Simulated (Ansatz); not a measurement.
# Si(111) with Br on 50 % of the top atoms and H on the rest: bands and core levels, part 2 of 3

What would XPS and angle-resolved spectra of Si(111) with Br on 50 % of the top atoms and H on the rest look like?

Ansatz 0.2.0; DFT, PBE, plane-wave PAW, default files, scalar-relativistic.

So far, gap on the k-mesh (eV): step 2 (relaxing the atoms) 1.07.

## Step 3: Bands by layer

The main run: bands along the zone's path, each state's share in the top and middle regions, the DOS and the planar potential. The cell holds 4 small cells, so the bands are unfolded.

File input.yaml:

```yaml
crystal:
  lattice:
    - [7.6791796437, 0.0, 0.0]
    - [3.8395898218, 6.6503646517, 0.0]
    - [0.0, 0.0, 24.7737769138]
  atoms:
    - { symbol: Br, position: [0.0002101051, -0.0004202101, 0.7176360907] }
    - { symbol: Br, position: [0.5002101051, -0.0004202101, 0.7176360907] }
    - { symbol: H, position: [-0.0002467663, 0.5004935326, 0.6888904563] }
    - { symbol: H, position: [0.4997532337, 0.5004935326, 0.6888904563] }
    - { symbol: Si, position: [-0.0001652239, 0.0003304477, 0.6264152022] }
    - { symbol: Si, position: [0.4998347761, 0.0003304477, 0.6264152022] }
    - { symbol: Si, position: [0.0003948221, 0.4992103557, 0.6283888102] }
    - { symbol: Si, position: [0.5003948221, 0.4992103557, 0.6283888102] }
    - { symbol: Si, position: [0.8324528675, 0.335094265, 0.5963104026] }
    - { symbol: Si, position: [0.3324528675, 0.335094265, 0.5963104026] }
    - { symbol: Si, position: [0.8344328862, 0.8311342276, 0.5960469878] }
    - { symbol: Si, position: [0.3344328862, 0.8311342276, 0.5960469878] }
    - { symbol: Si, position: [0.8332931799, 0.3334136403, 0.5008237869] }
    - { symbol: Si, position: [0.3332931799, 0.3334136403, 0.5008237869] }
    - { symbol: Si, position: [0.8332723687, 0.8334552625, 0.5005280142] }
    - { symbol: Si, position: [0.3332723687, 0.8334552625, 0.5005280142] }
    - { symbol: Si, position: [0.1665194592, 0.1669610816, 0.468486593] }
    - { symbol: Si, position: [0.6665194592, 0.1669610816, 0.468486593] }
    - { symbol: Si, position: [0.1667151737, 0.6665696525, 0.4683537548] }
    - { symbol: Si, position: [0.6667151737, 0.6665696525, 0.4683537548] }
    - { symbol: Si, position: [0.1666666665, 0.166666667, 0.373126513] }
    - { symbol: Si, position: [0.6666666665, 0.166666667, 0.373126513] }
    - { symbol: Si, position: [0.1666666665, 0.666666667, 0.373126513] }
    - { symbol: Si, position: [0.6666666665, 0.666666667, 0.373126513] }
    - { symbol: Si, position: [0.0, 0.0, 0.341490118] }
    - { symbol: Si, position: [0.5, 0.0, 0.341490118] }
    - { symbol: Si, position: [0.0, 0.5, 0.341490118] }
    - { symbol: Si, position: [0.5, 0.5, 0.341490118] }
    - { symbol: H, position: [0.0, 0.0, 0.282556835] }
    - { symbol: H, position: [0.5, 0.0, 0.282556835] }
    - { symbol: H, position: [0.0, 0.5, 0.282556835] }
    - { symbol: H, position: [0.5, 0.5, 0.282556835] }
kpoints:
  mp_grid: { grid: [3, 3, 1] }
scf:
  occupations: { method: fermi_dirac, width: 0.02 }
  n_extra_bands: 36
hamiltonian:
  xc: pbe
  pseudopotentials: { kind: paw }
output:
  forces: true
  write_potential: true
  volumetric_format: []
  dos:
    projected:
      site_lists:
        adsorbate: [0, 1, 2, 3]
        layer_1: [4, 5, 6, 7]
        layer_2: [8, 9, 10, 11]
        layer_3: [12, 13, 14, 15]
        middle: [16, 17, 18, 19]
        other_layers: [20, 21, 22, 23, 24, 25, 26, 27, 28, 29, 30, 31]
    de: 0.05
    e_range: [-30, 12]
    method: { smearing: { sigma: 0.12, scheme: gaussian } }
  eigenstates:
    kpoints:
      - [0.33333333, -0.33333333, 0.0]
      - [0.25, -0.375, 0.0]
      - [0.16666667, -0.41666667, 0.0]
      - [0.08333333, -0.45833333, 0.0]
      - [0.0, 0.5, 0.0]
      - [-0.08333333, 0.45833333, 0.0]
      # [... 29 more points ...]
      - [0.25, 0.5, 0.0]
      - [0.29166667, -0.41666667, 0.0]
    e_range: [-8.0, 6.0]
    unfold:
      supercell_matrix: [[2, 0, 0], [0, 2, 0], [0, 0, 1]]
      layers:
        axis: 3
        edges: [0.121096, 0.389655, 0.394807, 0.605386, 0.612347, 0.879094]
efield:
  axis: 3
  dipole_correction: true
```

Launch:

```console
ansatz run input.yaml --threads 4 --pin off --max-ram 11264MiB --backend cpu --events-out ev --progress --plain --runs-dir out
```

Numbers of over 12 decimals in the logs are rounded to 6 here.

The program printed:

```text
[...]
Crystal: 32 atoms, lattice volume = 1265.181 Å³
Basis set: ecut = 420 eV, 24701 PW (Γ), exchange–correlation on 108×108×360 points (8 copies of the dense FFT grid, shifted against one another)
Bands: 94, of which v1, the nominal top of the filled ones, is band 58 counted from 1 (57 counted from 0)
Symmetry: 4 space group operations
[...]
k-points: 4 of 9 (time reversal used)
[...]
SCF iter   1: F=—  HF=-20922.244458 eV  |F-HF|=—  |Δ(HF+E_count)|=         —  Δρ=1.88e-3  dr2=5.07e-1  ethr=1.77e-3  p=-0.228 e·Å  D=-3.27e-2 V/Å  ΔV_dip=0.81 eV  dr2_dipole=5.27e-3  V_vac-E_F(+/−)=4.51/3.70 eV  ⟨swp⟩=8.2  Hψ=2227  notcnv=0  defer=40
[...]
SCF iter   8: F=-20922.173131 eV  HF=-20922.173131 eV  |F-HF|=1.06e-8  |Δ(HF+E_count)|=   4.62e-7  Δρ=1.46e-6  dr2=4.90e-8  ethr=8.62e-11  p=-0.191 e·Å  D=-2.73e-2 V/Å  ΔV_dip=0.68 eV  dr2_dipole=6.34e-12  V_vac-E_F(+/−)=4.79/4.11 eV  ⟨swp⟩=20.2  Hψ=4043  notcnv=0
SCF 1 converged in 8 iterations: F = -20922.173131 eV  dr2 = 4.90e-8
[...]
NSCF: frozen V_eff on 37 k-points
efield: sawtooth ramp at fractional position 0.9501 (kept from the solve that this one continues, or follows in the run), width 0.1000; the density the first Hamiltonian is built on has a dipole p = -0.191 e·Å; the dipole correction subtracts the counter field D = -2.73e-2 V/Å, which shifts the + side's vacuum level by +0.68 eV against the − side's; the planar-averaged density in the ramp window peaks in size at 1.0e-6 e/Å³
[...]
SCF converged after 8 iterations
Free energy (F): -20922.173131 eV
[...]
Internal energy: -20922.173131 eV  (E = F + TS)
E sigma→0 (E₀):  -20922.173131 eV
Fermi energy:    0.259696 eV
Dipole field:    D = -0.027275 V/Å  (p = -0.190705 e·Å, saw-weighted, corrected)
Work function:   Φ+ = 4.7893 eV   Φ− = 4.1136 eV
[...]
--- Forces (eV/Å), atoms counted from 1 ---
  atom   1  Br     0.00000000    -0.00061760    -0.00225759
  atom   2  Br     0.00000000    -0.00061760    -0.00225759
  atom   3  H     -0.00000000     0.00049691    -0.00062647
  atom   4  H     -0.00000000     0.00049691    -0.00062647
  atom   5  Si    -0.00000000     0.00062056     0.01540802
  atom   6  Si    -0.00000000     0.00062056     0.01540802
  atom   7  Si    -0.00000000     0.00114175    -0.00038559
  atom   8  Si    -0.00000000     0.00114175    -0.00038559
  atom   9  Si     0.00000000    -0.00127384    -0.00633691
  atom  10  Si     0.00000000    -0.00127384    -0.00633691
  atom  11  Si    -0.00000000     0.00124071    -0.00234159
  atom  12  Si    -0.00000000     0.00124071    -0.00234159
  atom  13  Si     0.00000000    -0.00212909     0.00221891
  atom  14  Si     0.00000000    -0.00212909     0.00221891
  atom  15  Si    -0.00000000     0.00006415     0.00034288
  atom  16  Si    -0.00000000     0.00006415     0.00034288
  atom  17  Si    -0.00000000     0.00153915    -0.00586276
  atom  18  Si    -0.00000000     0.00153915    -0.00586276
  atom  19  Si     0.00000000    -0.00115170     0.00073407
  atom  20  Si     0.00000000    -0.00115170     0.00073407
  atom  21  Si    -0.00000000     0.00295823    -0.06044708
  atom  22  Si    -0.00000000     0.00295823    -0.06044708
  atom  23  Si     0.00000000    -0.00296631    -0.08994987
  atom  24  Si     0.00000000    -0.00296631    -0.08994987
  atom  25  Si     0.00000000    -0.00171411     0.85388169
  atom  26  Si     0.00000000    -0.00171411     0.85388169
  atom  27  Si    -0.00000000     0.00133726     0.84793032
  atom  28  Si    -0.00000000     0.00133726     0.84793032
  atom  29  H     -0.00000000     0.00055923    -0.77585973
  atom  30  H     -0.00000000     0.00055923    -0.77585973
  atom  31  H      0.00000000    -0.00011192    -0.77633425
  atom  32  H      0.00000000    -0.00011192    -0.77633425
  max |Σ_I F_I| component: 2.28e-4 eV/Å
--- Band table (eV) ---
  k-point 0: bands = [... 54 lower, -0.7383, -0.6897, -0.3050, -0.2722, 0.8016, 0.8113, 0.8225, 1.2641, ... 32 higher]
  k-point 1: bands = [... 54 lower, -1.5746, -1.3002, -1.0774, -0.6396, 0.9524, 1.5470, 1.5536, 1.7439, ... 32 higher]
  k-point 2: bands = [... 54 lower, -1.4946, -1.3006, -1.2048, -0.6895, 0.9523, 1.5345, 1.6086, 1.6814, ... 32 higher]
  k-point 3: bands = [... 54 lower, -1.7735, -1.5489, -1.4766, -1.3676, 1.8062, 2.0154, 2.2715, 2.3037, ... 32 higher]
```

It took 4.7 min on 4 threads of Arm Neoverse V1, shared host; peak memory 4.7 GiB.

Reading the cycles: dr2 is the Hartree energy of the density residual (eV), the measure of convergence; HF is the Harris–Foulkes estimate of the energy, which meets the free energy F at convergence.

Numbers from this step:

* Fermi energy: 0.2597 eV
* zero of energy: valence-band maximum
* share of occupied states in no projected shell: 0.0111 of the occupied states in the window

A(k,E), total over k along the path and E. Zero: valence-band maximum.

Values in eV⁻¹, 12 rows by 16 columns, each cell a mean:
```
2.3 2.5 3.9 3.9 3.3 3.3 1.5 1.9 4.3 2.9 2.5 1.8 1.5 1.0 2.8 2.5
0.5 1.3 2.1 3.2 4.1 4.5 6.0 5.6 3.1 2.2 1.3 1.6 1.9 2.6 1.7 0.5
2.7 2.1 1.9 2.0 2.2 3.0 2.8 3.0 2.8 1.9 2.0 1.4 1.2 2.2 2.0 2.5
0.2 0.2 0.1 0.1 0.1 0.2 1.0 0.6 0.4 1.1 1.7 2.4 2.8 1.4 0.6 0.2
0.0 0.0 0.0 0.0 0.1 0.2 1.0 0.6 0.1 0.1 0.1 0.2 0.2 0.1 0.0 0.0
0.0 0.0 0.1 0.2 1.3 3.3 4.5 4.0 1.9 1.1 0.8 0.2 0.1 0.1 0.0 0.0
1.0 1.0 1.3 2.5 3.3 3.2 1.7 2.4 3.5 3.1 2.6 2.8 2.6 1.9 1.2 0.9
2.3 2.4 3.2 3.0 2.5 1.0 0.5 0.5 1.8 2.0 2.2 2.4 2.2 2.7 2.4 2.4
3.0 3.3 2.8 2.1 1.4 1.1 1.2 1.2 1.1 2.1 1.8 1.8 2.1 2.4 3.6 2.9
1.4 0.8 0.8 0.8 0.2 0.2 0.2 0.2 0.2 0.6 1.0 0.8 0.8 0.5 0.7 1.4
0.2 0.8 1.3 0.9 0.9 0.9 0.9 0.9 0.9 0.9 1.2 0.9 0.1 0.1 0.1 0.1
1.8 1.3 1.2 0.9 1.0 0.8 1.0 0.9 0.9 0.9 0.9 1.4 1.8 1.8 1.7 1.9
```
Columns: k along the path (Å⁻¹) from 0 to 2.58; rows upwards: E (eV) from -7.17 to 5.00.

A(k,E), top over k along the path and E. Zero: valence-band maximum.

Ten even steps from '0' (0.01 eV⁻¹) to '9' (1.34 eV⁻¹), each cell a mean:
```
433345345755445764332222112444
343466763353224653334322225533
011124556669998523211223333110
012111124445554422321122223210
332233333453124433232000142233
222211111013432222334544421122
000000000000000001111223210000
000000000000000000000111000000
000000000000000000000000000000
000000000135763210000000000000
000000013465345422220000000000
211222355645555665544433422212
553235555543333456434455446445
556766544544444554665555544565
643346656211112245345443465556
456665543344443334535667765654
678663221111111112344444446666
100001100000000000110000000001
000011234344334443201000000000
001113100000000000122100000000
222320122111111121111222222222
111011000000000000001111111111
```
Columns: k along the path (Å⁻¹) from 0 to 2.58; rows upwards: E (eV) from -7.17 to 5.00.

A(k,E), middle over k along the path and E. Zero: valence-band maximum.

Ten even steps from '_' (0.01 eV⁻¹) to '@' (3.22 eV⁻¹), each cell a mean:
```
--::--==--==::--++**..________--++--..............__..------
::::::--%%##%%**....++......--**++==========----::..==----::
______..--++**++####**@@@@@@%%**==--::....::::::--==::::____
__..::::......--++++**######**==--::--::....::::::::**--..__
++++--====++++++++**##++--==++==::::--==--______..----::==++
::::::::..__________..--====::::--::::::==++++==--==::::--::
__________________________________::--::::::::--==::________
________________________________________..::--::____________
________________________..__________________________________
__________________..--++****==::..__________________________
______________..----++####%%++::::::::::____________________
______..::::::==++****++----####**==--------::::::..________
::::::....::==--------______..----==--------====----==::::::
--==----==++==------__________::::::::::====++====------==--
::::::------::::::______________::::..::::::::::--==------::
..::::::::::::::::..::::::::....::::::........::::::::::::..
====++--::..::::__________________..::..............--======
..________::..______________________..::__________________..
________--..__........................__::__________________
____::::....__________________________....::________________
--==::........::::::..::::::::::::::::..__..--========--==--
::..__..::..__________________________..::..........__....::
```
Columns: k along the path (Å⁻¹) from 0 to 2.58; rows upwards: E (eV) from -7.17 to 5.00.

A(k,E), bottom over k along the path and E. Zero: valence-band maximum.

Ten even steps from '0' (0.01 eV⁻¹) to '9' (2.77 eV⁻¹), each cell a mean:
```
322234345510001355332111001233
122244542363335754332211113421
000123434459997412111122222100
001100124433333321110011113100
321112222344234321121000121123
000000000001220012223433311000
000000000000000000111112100000
000000000000000000000010000000
000000000000000000000000000000
000000000024652110000000000000
000000002345344321110000000000
000011133332113434332211100000
000000322210000221112333221000
111124322100000121101122222111
222332121000000012111000022222
234313311111111111322222222442
543331000000000000012222223345
000000000000000000000000000000
000010112222122222100000000000
000112000000000000011100000000
121210122111111121110112222121
010011000000000000001110000000
```
Columns: k along the path (Å⁻¹) from 0 to 2.58; rows upwards: E (eV) from -7.17 to 5.00.

Peaks of A(k,E) at the labelled points: for each region the eleven nearest the zero at most, each over 6 % of that point's highest, less those above the energy where the solved bands run out; weight and spread sum the levels within three half widths or 0.3 eV, so near peaks share levels. Peaks of the spectral function, the first 40 of 132 rows:

```tsv
point	weight on	E (eV)	A (1/eV)	weight near the peak	rms spread of levels (eV)
K	total	-3.17	6.04	1.417	0.084
K	total	-2.99	3.911	1.523	0.127
K	total	-2.71	1.366	1.262	0.207
K	total	-2.55	4.5	0.993	0.091
K	total	-2.41	2.356	1.569	0.163
K	total	-2.19	4.906	1.3	0.105
K	total	-2.09	3.332	1.234	0.112
K	total	-1.87	1.532	0.929	0.199
K	total	-1.65	2.557	0.558	0.108
K	total	2.07	5.03	0.781	0
K	total	2.57	8.66	2.161	0.058
K	top	-2.99	2.054	0.508	0.132
K	top	-2.71	0.632	0.582	0.205
K	top	-2.55	1.521	0.343	0.096
K	top	-2.41	0.651	0.419	0.159
K	top	-2.19	1.084	0.314	0.112
K	top	-2.09	0.968	0.368	0.135
K	top	-1.87	0.881	0.453	0.184
K	top	-1.65	1.481	0.341	0.11
K	top	-1.21	0.342	0.048	-
K	top	2.07	1.134	0.177	-
K	top	2.59	1.366	0.338	0.06
K	middle	-3.17	2.67	0.565	0.078
K	middle	-2.99	1.29	0.599	0.12
K	middle	-2.55	2.083	0.477	0.089
K	middle	-2.41	1.317	0.831	0.16
K	middle	-2.19	2.766	0.75	0.106
K	middle	-2.09	1.868	0.647	0.089
K	middle	-1.89	0.482	0.392	0.203
K	middle	-1.65	0.923	0.179	0.1
K	middle	2.07	3.31	0.517	0
K	middle	2.57	4.882	1.207	0.057
K	middle	3.41	0.524	0.078	0.03
K	bottom	-3.97	4.984	1.141	0.105
K	bottom	-3.77	2.433	1.15	0.113
K	bottom	-3.17	2.138	0.382	0.059
K	bottom	-2.99	0.536	0.389	0.081
K	bottom	-2.55	0.847	0.161	0.073
K	bottom	-2.41	0.354	0.289	0.167
K	bottom	-2.19	0.913	0.203	0.091
```

The DOS has structure finer than the step of the table below, so its rows give means over 1 eV, whole bins alone (the curve runs from -16.9 to 4.76 eV). Peaks (eV: height): total -6.5: 29.1, -2.5: 25.1, -1.5: 25.3, 4.3: 42.0; Si 3p -4.1: 16.5, -2.4: 17.5, -1.5: 19.3, 4.3: 22.5; Si 3s -9.5: 9.25, -8.9: 12.0, -8.2: 8.17, -6.5: 11.9; Br 4p -3.0: 3.14, -2.5: 5.63, -2.1: 4.31, -1.5: 4.43; H 1s -6.5: 1.80, -5.3: 1.43, -3.9: 2.57, 3.5: 1.39.

DOS against E, zero at the valence-band maximum; means over each step; values in states/eV/cell:

```tsv
E (eV)	total	Si 3p	Si 3s	Br 4p	H 1s	Br 4s
-16	0	0	0	0	0	2.2e-5
-15	4.00	0.380	0.229	0.0201	9.1e-4	3.36
-14	0	0	0	0	0	1.4e-5
-13	0	0	0	0	0	0
-12	0.175	0.0108	0.158	3.4e-4	0.00335	7.0e-4
-11	3.93	0.757	3.02	0.0125	0.0972	0.0229
-10	7.39	1.88	5.15	0.0372	0.227	0.0481
-9	8.40	2.33	5.60	0.0603	0.306	0.0486
-8	4.91	1.45	2.91	0.0905	0.383	0.0425
-7	9.02	3.94	4.16	0.179	0.597	0.0476
-6	7.85	3.76	3.06	0.268	0.623	0.0433
-5	3.81	1.74	1.06	0.366	0.533	0.0416
-4	16.2	11.0	1.23	1.83	1.85	0.0559
-3	18.2	13.4	0.811	2.85	0.888	0.00734
-2	20.3	15.3	0.682	3.60	0.395	0.00344
-1	10.1	8.31	0.148	1.16	0.299	0.00143
0	1.83	1.71	3.4e-4	0.0733	5.2e-5	0
1	2.13	1.19	0.581	0.0305	0.0327	0.00481
2	11.9	6.38	3.07	0.354	0.302	0.0544
3	19.4	11.2	3.36	0.355	0.765	0.0663
4	25.8	14.4	3.09	0.193	0.854	0.0336
```

This run's widths, added to any smearing of the DOS itself: Gaussian 0.15 eV, Lorentzian 0.2 eV plus 0.08 an eV of depth. Table of intensity by binding energy, zero at the valence-band maximum; values in % of the maximum within 13 eV:

```tsv
binding energy (eV)	21.2 eV	60 eV	1486.7 eV	8047.8 eV	9251.7 eV
-1	1.69	2.14	2.05	2.32	2.37
0	5.15	7.78	6.42	5.98	5.99
1	33.5	42.7	36.4	33.5	33.4
2	87.3	89.5	89.4	88.3	88.2
3	74.3	83.0	75.4	75.3	75.4
4	55.0	71.2	56.8	60.2	60.8
5	16.7	23.9	23.2	30.2	31.2
6	12.7	24.3	28.4	42.0	43.8
7	8.28	19.5	24.9	39.3	41.1
8	5.93	16.5	23.4	38.9	40.9
9	5.18	19.1	32.0	55.3	58.2
10	3.44	14.7	26.1	46.3	48.8
11	1.62	8.22	15.5	28.6	30.3
12	-	4.57	7.38	15.1	16.2
13	-	5.58	7.40	17.4	18.9
14	-	14.1	17.5	44.3	48.7
15	-	39.0	47.9	123	136
16	-	13.8	17.0	43.4	47.7
```

Maxima picked by a test of local sharpness, so broad peaks and shoulders can be missing; peaks within 0.45 eV of a curve's cut are left out. Valence peaks, by row:

```tsv
photon energy (eV)	binding energy (eV)	height (% of the maximum within 13 eV)	main shell	its share (%)
21.2	6.468	12.21	Br 4p	60.44
21.2	5.318	18.66	Br 4p	73.05
21.2	2.468	100	Br 4p	92.35
21.2	1.568	80.98	Br 4p	91.36
60	15.02	39.18	Br 4s	93.52
60	9.018	19.2	Si 3s	49.55
60	6.518	27.02	Si 3p	31.23
60	5.368	28.05	Br 4p	36.3
60	3.568	78.21	Br 4p	47.37
60	2.468	100	Br 4p	69.63
60	1.568	86.58	Br 4p	64.42
1487	15.02	48.08	Br 4s	95.44
1487	9.118	32.23	Si 3s	80.83
1487	6.518	33.72	Si 3s	61.57
1487	2.468	100	Br 4p	81.43
1487	1.618	83.55	Br 4p	78.2
8048	15.02	123.9	Br 4s	97.75
8048	9.118	55.96	Si 3s	84.9
8048	6.568	51.94	Si 3s	74.03
8048	2.468	100	Br 4p	84.64
8048	1.618	81.19	Br 4p	83.66
9252	15.02	136.4	Br 4s	97.89
9252	9.118	58.94	Si 3s	84.81
9252	6.568	54.33	Si 3s	74.49
9252	2.468	100	Br 4p	84.51
9252	1.618	81.05	Br 4p	83.67
```

From the valence-band maximum. Table of planar mean, electrostatic potential by z:

```tsv
z (Å)	planar mean, electrostatic potential (eV)
0.0	4.98
0.5	4.85
1.0	4.71
1.5	4.65
2.0	4.65
2.5	4.65
3.0	4.65
3.5	4.65
4.0	4.65
4.5	4.64
5.0	4.64
5.5	4.62
6.0	4.51
6.5	3.99
7.0	2.09
7.5	1.78
8.0	-4.06
8.5	-9.76
9.0	-11.0
9.5	-6.89
10.0	-0.0472
10.5	2.00
11.0	-1.94
11.5	-8.46
12.0	-11.3
12.5	-8.55
13.0	-2.08
13.5	2.00
14.0	0.0689
14.5	-6.76
15.0	-11.1
15.5	-9.90
16.0	-4.19
16.5	1.83
17.0	1.76
17.5	-0.921
18.0	-0.685
18.5	3.17
19.0	4.95
19.5	5.25
20.0	5.31
20.5	5.32
21.0	5.32
21.5	5.32
22.0	5.32
22.5	5.32
23.0	5.32
23.5	5.32
24.0	5.20
24.5	5.06
```

Shapes are the site's partial DOS without matrix elements, which overweights lines from ligand s bands. Table of intensity by emission energy less the core level's binding energy, zero at the valence-band maximum; read off at these points; 7 of 10 lines; values in % of the unpolarised maximum:

```tsv
emission energy less the core level's binding energy (eV)	Br K-beta valence	Br K-beta valence, E along x	Br K-beta valence, E along y	Br K-beta valence, E along z	Br L3-N1	Si K-beta	Si K-beta, E along x
-16.0	1.83	1.60	1.56	2.34	58.2	1.05	0.669
-15.0	2.19	1.86	1.82	2.89	99.8	1.81	0.939
-14.0	2.57	2.18	2.14	3.39	58.4	1.48	1.12
-13.0	3.10	2.59	2.57	4.14	25.8	1.68	1.59
-12.0	3.93	3.14	3.14	5.51	14.0	2.86	2.88
-11.0	5.22	3.91	3.92	7.83	9.85	6.53	6.80
-10.0	7.14	5.02	5.02	11.4	8.64	12.3	13.1
-9.0	9.85	6.67	6.65	16.2	7.90	16.2	17.8
-8.0	13.8	9.27	9.20	22.9	6.87	15.3	16.8
-7.0	20.0	13.7	13.5	32.7	6.34	23.6	23.1
-6.0	29.9	21.8	21.4	46.5	6.05	28.9	27.8
-5.0	46.2	38.1	37.4	63.1	5.33	27.7	25.2
-4.0	71.4	69.5	69.6	75.1	4.81	69.2	62.4
-3.0	94.8	109	114	61.1	2.79	89.8	87.5
-2.4	99.9	122	130	47.5	2.03	99.7	106
-2.2	98.9	123	130	43.4	1.86	99.8	106
-2.0	96.4	122	128	39.6	1.72	98.9	103
-1.0	66.8	89.6	86.4	24.4	1.19	63.7	70.0
0.0	36.0	49.1	44.6	14.2	0.874	18.5	23.8
1.0	19.7	26.2	24.2	8.84	0.711	4.82	5.34
```

(Part 2 of 3 ends here.)

[Logs are printed without paths, hosts, clocks, repeated set-up lines and the standing remarks that a program may print on its own settings, such as how far it seeks lower states.]

[Hosts, paths, dates, database ids (printed as entryN), source tags and the programs' standing remarks are cut or masked in the printed files.]

[Maps of the electrostatic potential energy from Ansatz leave out the sawtooth potential of an applied field or a dipole correction, so their vacuum need not be flat; work functions include it.]
